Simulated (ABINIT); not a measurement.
# ZrC (Fm-3m) in ABINIT: notebook

Aim: see how the results for ZrC move with the level of theory and the settings. Levels: LDA, PBE+D3(BJ), PBE. Tasks: equation of state, band structure.

Everything below comes from runs of ABINIT 10.8.3 (patched build). Logs are shortened: lines on timing, memory, paths and dates and some standing lists are left out, and cuts for length are marked. The log counts tension as positive stress, the text compression.

### Step 1. The crystal as given

The structure is cubic, space group Fm-3m (No. 225). Conventional cell: a = 4.730 Å, b = 4.730 Å, c = 4.730 Å, α = 90.00°, β = 90.00°, γ = 90.00°. Zr (site symmetry m-3m) is surrounded by 6 C at 2.37 Å. Around C (site symmetry m-3m) lie 6 Zr at 2.37 Å.

### Step 2. Equation of state, LDA

The input, run.abi:

```
# Datasets: one volume each
ndtset 7
getwfk -1
scalecart1 3*0.9795861087
scalecart2 3*0.9864848297
scalecart3 3*0.9932883884
scalecart4 3*1.0000000000
scalecart5 3*1.0066227096
scalecart6 3*1.0131594038
scalecart7 3*1.0196128224

# Pseudopotentials
pp_dirpath "./"
pseudos "Zr.LDA_PW-JTH.xml, C.LDA_PW-JTH.xml"

# Structure
acell 3*1.0 Angstrom
rprim
     0.0000000000     2.3650000000     2.3650000000
     2.3650000000     0.0000000000     2.3650000000
     2.3650000000     2.3650000000     0.0000000000
ntypat 2
znucl 40 6
natom 2
typat 1 2
xred
     0.5000000000     0.5000000000     0.5000000000
     0.0000000000     0.0000000000     0.0000000000

# Plane-wave basis
ecut 408.170794 eV
pawecutdg 30.0

# k points
kptopt 1
ngkpt 10 10 10
nshiftk 1
shiftk 0.0 0.0 0.0

# Exchange and correlation
ixc 7

# Bands and occupations
nband 12
occopt 3
tsmear 0.00183747

# SCF cycle
nstep 100
tolvrs 1.0e-9

# Output
iomode 3
prtwf 1
prtden 0
prteig 0
prtebands 0
enunit 2
```

Potentials or basis: JTH PAW LDA v2.0.

Run with:

```
$ abinit run.abi > log 2>&1
```

run.abo:

```text
.Version 10.8.3 of ABINIT
 DATASET    1 : space group Fm -3 m (#225); Bravais cF (face-center cubic)
================================================================================
 Values of the parameters that define the memory need for DATASET  1.
     intxc =       0    ionmov =       0      iscf =      17    lmnmax =      18
     lnmax =       6     mgfft =      24  mpssoang =       3    mqgrid =    3001
     natom =       2  nloc_mem =       2    nspden =       1   nspinor =       1
    nsppol =       1      nsym =      48    n1xccc =       1    ntypat =       2
    occopt =       3   xclevel =       1
       mpw =         483          nfft =       13824          nkpt =          47
 PAW method is used; the additional fine FFT grid is defined by:
   mgfftf=        32    nfftf =     32768
================================================================================
================================================================================
[... 71 lines left out ...]
 DATASET    7 : space group Fm -3 m (#225); Bravais cF (face-center cubic)
================================================================================
 Values of the parameters that define the memory need for DATASET  7.
     intxc =       0    ionmov =       0      iscf =      17    lmnmax =      18
     lnmax =       6     mgfft =      24  mpssoang =       3    mqgrid =    3001
     natom =       2  nloc_mem =       2    nspden =       1   nspinor =       1
    nsppol =       1      nsym =      48    n1xccc =       1    ntypat =       2
    occopt =       3   xclevel =       1
       mpw =         537          nfft =       13824          nkpt =          47
 PAW method is used; the additional fine FFT grid is defined by:
   mgfftf=        32    nfftf =     32768
================================================================================
================================================================================

--------------------------------------------------------------------------------
------------- Echo of variables that govern the present computation ------------
--------------------------------------------------------------------------------
 -outvars: echo values of preprocessed input variables --------
            acell      1.8897261259E+00  1.8897261259E+00  1.8897261259E+00 Bohr
              amu      9.12240000E+01  1.20110000E+01
             ecut      1.50000000E+01 Hartree
           enunit           2
           getwfk          -1
              ixc           7
           jdtset        1    2    3    4    5    6    7
         kptrlatt       10    0    0      0   10    0      0    0   10
          kptrlen1     6.19138240E+01
          kptrlen2     6.23498512E+01
          kptrlen3     6.27798637E+01
          kptrlen4     6.32040649E+01
          kptrlen5     6.36226471E+01
          kptrlen6     6.40357927E+01
          kptrlen7     6.44436750E+01
            natom           2
            nband          12
           ndtset           7
            ngfft          24      24      24
          ngfftdg          32      32      32
             nkpt          47
            nstep         100
             nsym          48
           ntypat           2
           occopt           3
        pawecutdg      3.00000000E+01 Hartree
           prtden           0
        prtebands           0
           prteig           0
            rprim1     0.0000000000E+00  2.3167211471E+00  2.3167211471E+00
                       2.3167211471E+00  0.0000000000E+00  2.3167211471E+00
                       2.3167211471E+00  2.3167211471E+00  0.0000000000E+00
            rprim2     0.0000000000E+00  2.3330366222E+00  2.3330366222E+00
                       2.3330366222E+00  0.0000000000E+00  2.3330366222E+00
                       2.3330366222E+00  2.3330366222E+00  0.0000000000E+00
            rprim3     0.0000000000E+00  2.3491270386E+00  2.3491270386E+00
                       2.3491270386E+00  0.0000000000E+00  2.3491270386E+00
                       2.3491270386E+00  2.3491270386E+00  0.0000000000E+00
            rprim4     0.0000000000E+00  2.3650000000E+00  2.3650000000E+00
                       2.3650000000E+00  0.0000000000E+00  2.3650000000E+00
                       2.3650000000E+00  2.3650000000E+00  0.0000000000E+00
            rprim5     0.0000000000E+00  2.3806627082E+00  2.3806627082E+00
                       2.3806627082E+00  0.0000000000E+00  2.3806627082E+00
[... 20 lines left out ...]
           xangst5     2.3806627082E+00  2.3806627082E+00  2.3806627082E+00
                       0.0000000000E+00  0.0000000000E+00  0.0000000000E+00
           xangst6     2.3961219900E+00  2.3961219900E+00  2.3961219900E+00
                       0.0000000000E+00  0.0000000000E+00  0.0000000000E+00
           xangst7     2.4113843250E+00  2.4113843250E+00  2.4113843250E+00
                       0.0000000000E+00  0.0000000000E+00  0.0000000000E+00
            xcart1     4.3779684781E+00  4.3779684781E+00  4.3779684781E+00
                       0.0000000000E+00  0.0000000000E+00  0.0000000000E+00
            xcart2     4.4088002577E+00  4.4088002577E+00  4.4088002577E+00
                       0.0000000000E+00  0.0000000000E+00  0.0000000000E+00
            xcart3     4.4392067379E+00  4.4392067379E+00  4.4392067379E+00
                       0.0000000000E+00  0.0000000000E+00  0.0000000000E+00
            xcart4     4.4692022878E+00  4.4692022878E+00  4.4692022878E+00
                       0.0000000000E+00  0.0000000000E+00  0.0000000000E+00
            xcart5     4.4988005167E+00  4.4988005167E+00  4.4988005167E+00
                       0.0000000000E+00  0.0000000000E+00  0.0000000000E+00
            xcart6     4.5280143253E+00  4.5280143253E+00  4.5280143253E+00
                       0.0000000000E+00  0.0000000000E+00  0.0000000000E+00
            xcart7     4.5568559585E+00  4.5568559585E+00  4.5568559585E+00
                       0.0000000000E+00  0.0000000000E+00  0.0000000000E+00
             xred      5.0000000000E-01  5.0000000000E-01  5.0000000000E-01
                       0.0000000000E+00  0.0000000000E+00  0.0000000000E+00
            znucl       40.00000    6.00000

================================================================================

 chkinp: Checking input parameters for consistency, jdtset=   1.

 chkinp: Checking input parameters for consistency, jdtset=   2.
[... 35 lines left out ...]
 getcut: wavevector=  0.0000  0.0000  0.0000  ngfft=  24  24  24
         ecut(hartree)=     15.000   => boxcut(ratio)=   2.22338

 getcut : COMMENT -
  Note that boxcut > 2.2 ; recall that boxcut=Gcut(box)/Gcut(sphere) = 2
  is sufficient for exact treatment of convolution.
  Such a large boxcut is a waste : you could raise ecut
  e.g. ecut=   18.537749 Hartrees makes boxcut=2

 Fine grid specifications (used for densities):

 getcut: wavevector=  0.0000  0.0000  0.0000  ngfft=  32  32  32
         ecut(hartree)=     30.000   => boxcut(ratio)=   2.09622

--- Pseudopotential description ------------------------------------------------
- pspini: atom type   1  psp file is ./Zr.LDA_PW-JTH.xml
 Pseudopotential format is: paw10
 basis_size (lnmax)=  6 (lmn_size= 18), orbitals=   0   0   1   1   2   2
 Spheres core radius: rc_sph= 2.22030268
 Shapefunction is BESSEL type: shapef(r,l)=aa(1,l)*jl(q(1,l)*r)+aa(2,l)*jl(q(2,l)*r)
 Radius for shape functions =  2.22030268
 Compensation charge density is not taken into account in XC energy/potential

- pspini: atom type   2  psp file is ./C.LDA_PW-JTH.xml
 Pseudopotential format is: paw10
 basis_size (lnmax)=  4 (lmn_size=  8), orbitals=   0   0   1   1
 Spheres core radius: rc_sph= 1.50736703
 Shapefunction is SIN type: shapef(r)=[sin(pi*r/rshp)/(pi*r/rshp)]**2
 Radius for shape functions =  1.30052589
 Compensation charge density is not taken into account in XC energy/potential

   3.17725389E+02                                ecore*ucvol(ha*bohr**3)
--------------------------------------------------------------------------------

================================================================================

--- !BeginCycle
iteration_state: {dtset: 1, }
solver: {iscf: 17, nstep: 100, nline: 4, wfoptalg: 10, }
tolerances: {tolvrs: 1.00E-09, }
...
[... 173 lines left out ...]
 getcut: wavevector=  0.0000  0.0000  0.0000  ngfft=  24  24  24
         ecut(hartree)=     15.000   => boxcut(ratio)=   2.20783

 getcut : COMMENT -
  Note that boxcut > 2.2 ; recall that boxcut=Gcut(box)/Gcut(sphere) = 2
  is sufficient for exact treatment of convolution.
  Such a large boxcut is a waste : you could raise ecut
  e.g. ecut=   18.279377 Hartrees makes boxcut=2

 Fine grid specifications (used for densities):

 getcut: wavevector=  0.0000  0.0000  0.0000  ngfft=  32  32  32
         ecut(hartree)=     30.000   => boxcut(ratio)=   2.08156
--------------------------------------------------------------------------------
[... 1101 lines left out ...]
-Cartesian components of stress tensor (GPa)         [Pressure= -2.3455E+01 GPa]
- sigma(1 1)=  2.34551016E+01  sigma(3 2)=  0.00000000E+00
- sigma(2 2)=  2.34551016E+01  sigma(3 1)=  0.00000000E+00
- sigma(3 3)=  2.34551016E+01  sigma(2 1)=  0.00000000E+00

== END DATASET(S) ==============================================================
================================================================================

 -outvars: echo values of variables after computation  --------
            acell      1.8897261259E+00  1.8897261259E+00  1.8897261259E+00 Bohr
           etotal1    -5.3512232062E+01
           etotal2    -5.3512081360E+01
           etotal3    -5.3511336424E+01
           etotal4    -5.3510063727E+01
           etotal5    -5.3508316027E+01
           etotal6    -5.3506161256E+01
           etotal7    -5.3503612726E+01
            fcart1    -0.0000000000E+00 -0.0000000000E+00 -0.0000000000E+00
                      -0.0000000000E+00 -0.0000000000E+00 -0.0000000000E+00
            fcart2    -0.0000000000E+00 -0.0000000000E+00 -0.0000000000E+00
                      -0.0000000000E+00 -0.0000000000E+00 -0.0000000000E+00
            fcart3    -0.0000000000E+00 -0.0000000000E+00 -0.0000000000E+00
                      -0.0000000000E+00 -0.0000000000E+00 -0.0000000000E+00
            fcart4    -0.0000000000E+00 -0.0000000000E+00 -0.0000000000E+00
                      -0.0000000000E+00 -0.0000000000E+00 -0.0000000000E+00
            fcart5    -0.0000000000E+00 -0.0000000000E+00 -0.0000000000E+00
                      -0.0000000000E+00 -0.0000000000E+00 -0.0000000000E+00
[... 38 lines left out ...]
                       0.0000000000E+00  0.0000000000E+00  0.0000000000E+00
           xangst1     2.3167211471E+00  2.3167211471E+00  2.3167211471E+00
                       0.0000000000E+00  0.0000000000E+00  0.0000000000E+00
           xangst2     2.3330366222E+00  2.3330366222E+00  2.3330366222E+00
                       0.0000000000E+00  0.0000000000E+00  0.0000000000E+00
           xangst3     2.3491270386E+00  2.3491270386E+00  2.3491270386E+00
                       0.0000000000E+00  0.0000000000E+00  0.0000000000E+00
           xangst4     2.3650000000E+00  2.3650000000E+00  2.3650000000E+00
                       0.0000000000E+00  0.0000000000E+00  0.0000000000E+00
           xangst5     2.3806627082E+00  2.3806627082E+00  2.3806627082E+00
                       0.0000000000E+00  0.0000000000E+00  0.0000000000E+00
           xangst6     2.3961219900E+00  2.3961219900E+00  2.3961219900E+00
                       0.0000000000E+00  0.0000000000E+00  0.0000000000E+00
           xangst7     2.4113843250E+00  2.4113843250E+00  2.4113843250E+00
                       0.0000000000E+00  0.0000000000E+00  0.0000000000E+00
             xred      5.0000000000E-01  5.0000000000E-01  5.0000000000E-01
                       0.0000000000E+00  0.0000000000E+00  0.0000000000E+00
 Calculation completed.
```

Run time: 42 s. Hardware: 1 thread of Arm Neoverse V2, shared host; peak memory 0.12 GiB.

Results:

```
Equilibrium volume                      : 12.50 Å³/atom
Bulk modulus                            : 250 GPa
Pressure derivative of the bulk modulus : 4.4 (rough: it moves with the points fitted)
```

Energy against volume, from the lowest point:
```tsv
volume (Å³/atom)	energy (meV/atom)
12.434	0.00
12.699	2.05
12.963	12.19
13.228	29.50
13.493	53.28
13.757	82.60
14.022	117.27
```

Caveat: the cutoff is too short for stress, so the log's stress isn't used; pressures at fixed basis lie under the slope of the energies.

### Step 3. Equation of state, PBE+D3(BJ)

run.abi: that of step 2 with these lines changed.

```diff
@@ -13,10 +13,10 @@
 pp_dirpath "./"
-pseudos "Zr.LDA_PW-JTH.xml, C.LDA_PW-JTH.xml"
+pseudos "Zr.GGA_PBE-JTH.xml, C.GGA_PBE-JTH.xml"
 
 # Structure
-acell 3*1.0 Angstrom
+acell 6.3204064841 6.3204064841 6.3204064841
 rprim
-     0.0000000000     2.3650000000     2.3650000000
-     2.3650000000     0.0000000000     2.3650000000
-     2.3650000000     2.3650000000     0.0000000000
+     0.0000000000     0.7071067812     0.7071067812
+     0.7071067812     0.0000000000     0.7071067812
+     0.7071067812     0.7071067812     0.0000000000
 ntypat 2
@@ -30,4 +30,4 @@
 # Plane-wave basis
-ecut 408.170794 eV
-pawecutdg 30.0
+ecut 20.0
+pawecutdg 40.0
 
@@ -40,3 +40,4 @@
 # Exchange and correlation
-ixc 7
+ixc 11
+vdw_xc 7
 
@@ -45,3 +46,3 @@
 occopt 3
-tsmear 0.00183747
+tsmear 0.05 eV
```

Potentials or basis: JTH PAW PBE v2.0.

Run with:

```
$ abinit run.abi > log 2>&1
```

It took 74 s on 1 thread of Arm Neoverse V2, shared host; peak memory 0.15 GiB.

The run converged. Its results:

| Item | Value |
| --- | --- |
| Equilibrium volume | 12.75 Å³/atom |
| Bulk modulus | 235 GPa |
| Pressure derivative of the bulk modulus | 4.3 |

Energy against volume, from the lowest point:
```csv
volume (Å³/atom),energy (meV/atom)
12.434,5.95
12.699,0.00
12.963,2.22
13.228,11.73
13.493,28.15
13.757,50.20
14.022,77.66
```

Caveat: pressures at fixed basis lie under the slope of the energies.

### Step 4. Band structure, PBE, spin-orbit coupling, no magnetisation

The input, run.abi:

```
ndtset 2

pp_dirpath "./"
pseudos "Zr.GGA_PBE-JTH.xml, C.GGA_PBE-JTH.xml"

acell 3*1.0
rprim
     0.0000000000     4.4692022847     4.4692022847
     4.4692022847     0.0000000000     4.4692022847
     4.4692022847     4.4692022847     0.0000000000
ntypat 2
znucl 40 6
natom 2
typat 1 2
xred
     0.5000000000     0.5000000000     0.5000000000
     0.0000000000     0.0000000000     0.0000000000

ecut 20.0
pawecutdg 40.0

ixc 11

occopt 3
tsmear 0.05 eV

nspinor 2
nspden 1
pawspnorb 1

nstep 100

iomode 3
prtwf 0
prteig 0
prtebands 0
prtden1 1

kptopt1 4
ngkpt1 10 10 10
nshiftk1 1
shiftk1 0.0 0.0 0.0
nband1 24
tolvrs1 1.0e-9

iscf2 -2
getden2 1
nband2 32
nbdbuf2 2
tolwfr2 1.0e-12
kptopt2 -9
ndivsm2 6
prteig2 1
prtvol2 -3
kptbounds2
     0.0000000000     0.0000000000     0.0000000000
     0.5000000000     0.0000000000     0.5000000000
     0.5000000000     0.2500000000     0.7500000000
     0.3750000000     0.3750000000     0.7500000000
     0.0000000000     0.0000000000     0.0000000000
     0.5000000000     0.5000000000     0.5000000000
     0.6250000000     0.2500000000     0.6250000000
     0.5000000000     0.2500000000     0.7500000000
     0.5000000000     0.5000000000     0.5000000000
     0.3750000000     0.3750000000     0.7500000000
```

Run with:

```
$ abinit run.abi > log 2>&1
```

Wall time 2.2 min (1 thread of Arm Neoverse V2, shared host); peak memory 0.17 GiB.

The run converged. Its results:

```yaml
Free_energy: -1451.0092 eV
Pressure: -3.2 GPa
Band_gap_on_the_k_mesh: none (metal or under the smearing width)
Valence_electrons_inside_the_program's_atomic_spheres: Zr 9.02; C 2.38
```

Levels at the corners of the path, in eV from the Fermi level:
```tsv
point	band 14	band 15	band 16	band 17	band 18	band 19
Γ	0.94	0.94	0.94	1.05	1.05	1.05
X	-1.71	-0.02	-0.02	0.09	0.09	4.33
W	-2.41	-2.27	-2.27	3.21	3.21	3.23
K	-2.30	-1.56	-1.56	1.47	1.47	4.76
Γ	0.94	0.94	0.94	1.05	1.05	1.05
L	-2.89	-2.87	-2.87	4.38	4.38	4.39
U	-2.30	-1.56	-1.56	1.47	1.47	4.76
W	-2.41	-2.27	-2.27	3.21	3.21	3.23
L	-2.89	-2.87	-2.87	4.38	4.38	4.39
K	-2.30	-1.56	-1.56	1.47	1.47	4.76
```

### Step 5. Summary

| task | level | potentials or basis | spin | cutoff (eV) | fine-grid cutoff | V0 of scaled cells (Å³/atom) | B0 (GPa) |
| --- | --- | --- | --- | --- | --- | --- | --- |
| equation of state | LDA | JTH PAW LDA v2.0 | off | 408 | 816.342 eV | 12.50 | 250 |
| equation of state | PBE+D3(BJ) | JTH PAW PBE v2.0 | off | 544 | 1088.46 eV | 12.75 | 235 |
| band structure | PBE | JTH PAW PBE v2.0 | SOC, no magnetisation | 544 | 1088.46 eV | - | - |

Alike in all rows: cell as given; k mesh 10 × 10 × 10; smearing fermi-dirac 0.05 eV.

Caveats: pressures at fixed basis lie under the slope of the energies (some runs).

Total energies depend on the potentials used, so only differences within one code and one set of settings carry meaning.
